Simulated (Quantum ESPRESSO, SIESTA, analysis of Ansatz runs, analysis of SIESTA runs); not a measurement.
# LiCl (Fm-3m):V_Cl, a ladder of methods on one cell (SIESTA and Quantum ESPRESSO), part 5 of 6

Question: at which Fermi levels does V_Cl in LiCl (Fm-3m) change its charge, and how much of the answer depends on the basis, the mesh and the program? The model is a cell of 72 host atoms with 1 Cl taken out.

SIESTA and Quantum ESPRESSO ; SIESTA numerical-orbital DFT, PBEsol, DZP basis, PseudoDojo 0.4.1 potentials converted to PSML; charged supercells in a uniform background, point-charge correction with alignment at far sites.

So far. Step 9 (SIESTA, PBEsol, TZP, mesh 300 Ry, energy shift 0.005 …): Against the first level the gap goes from 6.65 to 6.57 eV, and the level that moves most, (+1/0), from 4.31 to 4.31 eV. Step 10 (SIESTA, PBEsol, DZP, mesh 300 Ry, energy shift 0.005 …): Against the first level the gap goes from 6.65 to 6.65 eV, and the level that moves most, (0/−1), from 4.82 to 4.80 eV.

## 11. SIESTA, PBEsol, DZP, mesh 180 Ry, energy shift 0.005 Ry, with orbitals at the vacancy, k = ¼

Level of this step: SIESTA numerical-orbital DFT, PBEsol, DZP basis, PseudoDojo 0.4.1 potentials converted to PSML; single point of a defect supercell at fixed charge in a uniform background (SIESTA).

The real-space mesh goes from 300 to 180 Ry on the same structures. Too coarse a mesh makes energies depend on where atoms sit against the grid.

Contents of defect.fdf:

```
SystemName                      Li36Cl35
SystemLabel                     defect
NumberOfSpecies                 3
NumberOfAtoms                   72
%block ChemicalSpeciesLabel
  1    3 Li
  2   17 Cl
  3  -17 Cl_ghost
%endblock ChemicalSpeciesLabel
LatticeConstant                 1.0 Ang
%block LatticeVectors
     0.003948000     7.590525000     7.590525000
     7.590525000     0.003948000     7.590525000
    10.120700000    10.120700000     0.005264000
%endblock LatticeVectors
AtomicCoordinatesFormat         Fractional
%block AtomicCoordinatesAndAtomicSpecies
     0.002134228     0.001703995    -0.003823218  1
     0.166528438     0.166388454     0.125571435  2
    -0.001358754    -0.001565303     0.253445102  1
[... 35 atom lines left out ...]
     0.500053902     0.500088964     0.876629680  2
[... 5 atom lines left out ...]
     0.501021089     0.835278027     0.625028034  2
[... 1 atom line left out ...]
     0.501094108     0.833047372     0.875330736  2
[... 13 atom lines left out ...]
     0.835983896     0.500259893     0.624830625  2
[... 1 atom line left out ...]
     0.832831935     0.500755954     0.875718912  2
[... 5 atom lines left out ...]
     0.833227025     0.833389022     0.625994370  2
[... 2 atom lines left out ...]
     0.500000000     0.500000000     0.625000000  3
%endblock AtomicCoordinatesAndAtomicSpecies
%block kgrid.MonkhorstPack
    1   0   0  0.25
    0   1   0  0.25
    0   0   1  0.25
%endblock kgrid.MonkhorstPack
XC.Functional                   GGA
XC.Authors                      PBEsol
PAO.BasisSize                   DZP
PAO.EnergyShift                 0.005 Ry
Mesh.Cutoff                     180 Ry
%block PAO.PolarizationScheme
  Li non-perturbative
%endblock PAO.PolarizationScheme
NetCharge                       -1.0
OccupationFunction              FD
ElectronicTemperature           0.01 eV
MaxSCFIterations                150
SCF.MustConverge                true
SCF.Mixer.Method                Pulay
SCF.Mixer.Weight                0.2
SCF.Mixer.History               10
SCF.DM.Tolerance                1.0e-4
SCF.H.Tolerance                 1.0e-3 eV
WriteForces                     true
Charge.Mulliken                 end
SaveRho                         true
SaveElectrostaticPotential      true
Charge.Hirshfeld                end
Charge.Voronoi                  end
```

Run with:

```sh
> OMP_NUM_THREADS=1 siesta defect.fdf > defect.out
```

The program printed:

```text
Version         : 5.4.2

                           ***********************
                           *  WELCOME TO SIESTA  *
                           ***********************

[...]
reinit: Reading from file defect.fdf

reinit: -----------------------------------------------------------------------
reinit: System Name: Li36Cl35
reinit: -----------------------------------------------------------------------
reinit: System Label: defect
reinit: -----------------------------------------------------------------------

initatom: Reading input for the pseudopotentials and atomic orbitals ----------
Species number:   1 Atomic number:    3 Label: Li
Species number:   2 Atomic number:   17 Label: Cl
Species number:   3 Atomic number:  -17 Label: Cl_ghost (floating PAOs)

[... pseudopotential checks and orbital generation ...]

prinput: Basis input

PAO.BasisType split

%block ChemicalSpeciesLabel
    1    3 Li                      # Species index, atomic number, species label
    2   17 Cl                      # Species index, atomic number, species label
    3  -17 Cl_ghost                # Species index, atomic number, species label
%endblock ChemicalSpeciesLabel

%block PAO.Basis                 # Define Basis set
# WARNING: This information might be incomplete!
Li                    3                    # Species label, number of l-shells
 n=1   0   1                         # n, l, Nzeta
   2.646
   1.000
 n=2   0   2                         # n, l, Nzeta
   9.893      7.239
   1.000      1.000
 n=2   1   1                         # n, l, Nzeta
   9.893
   1.000
Cl                    2                    # Species label, number of l-shells
 n=3   0   2                         # n, l, Nzeta
   4.413      2.893
[...]
1   -0.007679   -0.013657    0.009218
     2   -0.000089   -0.001162    0.005577
     3    0.012558    0.008008   -0.010901
[...]
71   -0.003867    0.000664    0.013060
    72   -0.000231    0.000397   -0.000477
   Tot   -0.003878   -0.000998   -0.007370
   Max    0.032234
   Res    0.010010    sqrt( Sum f_i^2 / 3N )
   Max    0.032234    constrained
[...]
Stress tensor Voigt[x,y,z,yz,xz,xy] (kbar):        0.77        0.81        2.41       -1.18       -1.18        1.00
(Free)E + p*V (eV/cell)   -22712.7382
Target enthalpy (eV/cell)   -22711.7687
[...]
siesta: Final energy (eV):
siesta:  Band Struct. =   -7516.685498
siesta:       Kinetic =   10419.034474
siesta:       Hartree =    3650.620205
siesta:         Exch. =   -5415.902660
siesta:         Corr. =    -466.330678
siesta:   Exch.-corr. =   -5882.233338
siesta:  Ion-electron =  -19354.522790
siesta:       Ion-ion =  -11544.667271
siesta:         Total =  -22711.768720
siesta:         Fermi =      -3.789731
[...]
siesta: Stress tensor (static) (eV/Ang**3):
siesta:     0.000483    0.000626   -0.000734
siesta:     0.000626    0.000508   -0.000736
siesta:    -0.000734   -0.000736    0.001505
[...]
siesta: Cell volume =       1165.320042 Ang**3
[...]
siesta: Pressure (static):
siesta:                Solid            Molecule  Units
siesta:          -0.00000906         -0.00000962  Ry/Bohr**3
siesta:          -0.00083194         -0.00088312  eV/Ang**3
siesta:          -1.33291128         -1.41491138  kBar
[...]
mulliken: Qtot =      354.000

Mulliken Atomic Populations:
Atom #   charge [q] valence [e]  Species
     1     0.170756    2.829244  Li
     2    -0.176162    7.176162  Cl
     3     0.170601    2.829399  Li
     4    -0.175202    7.175202  Cl
     5     0.132198    2.867802  Li
     6    -0.175917    7.175917  Cl
[...]
68     0.116669    2.883331  Li
    69    -0.175854    7.175854  Cl
    70     0.137547    2.862453  Li
    71    -0.175258    7.175258  Cl
    72     7.059400   -0.059400  Cl_ghost
 Total     6.000000

[...]
Job completed
```

Run time: 1.9 min. Hardware: 1 MPI rank of Arm Neoverse V1, shared host; peak memory 0.74 GiB.

On the kept structures the largest force at this level is 0.05 eV/Å, so they are close to rest here too.

By state, in eV; the first energy still holds the atoms taken out or put in:

```
charge  moment (μB)  energy over the host, electrons at the valence top  point-charge term  potential shift at far sites  its spread  correction
    −1            0                                             454.099              0.166                        -0.008       0.027       0.174
     0            1                                             449.452              0.000                             -           -       0.000
    +1            0                                             444.952              0.166                         0.019       0.024       0.185
```

Against the first level the gap goes from 6.65 to 6.65 eV, and the level that moves most, (+1/0), from 4.31 to 4.32 eV.

(Part 5 of 6 ends here.)

[Logs are printed without paths, hosts, clocks, repeated set-up lines and the standing remarks that a program may print on its own settings, such as how far it seeks lower states.]

[Hosts, paths, dates, database ids (printed as entryN), source tags and the programs' standing remarks are cut or masked in the printed files.]

[For some hosts the program warned that the k-mesh of the response run may be too coarse for force constants and the static dielectric constant; such warnings are not shown here.]

[Charge tables in the logs are Mulliken or Hirshfeld populations, whose sizes and signs can differ; where basis functions stand at a vacancy, SIESTA counts their charge against the missing atom's valence.]

[In relaxation paths of CP2K, step 0 can be the structure after the first move, since the trajectory file begins there, and the last row can be the final structure solved once more.]
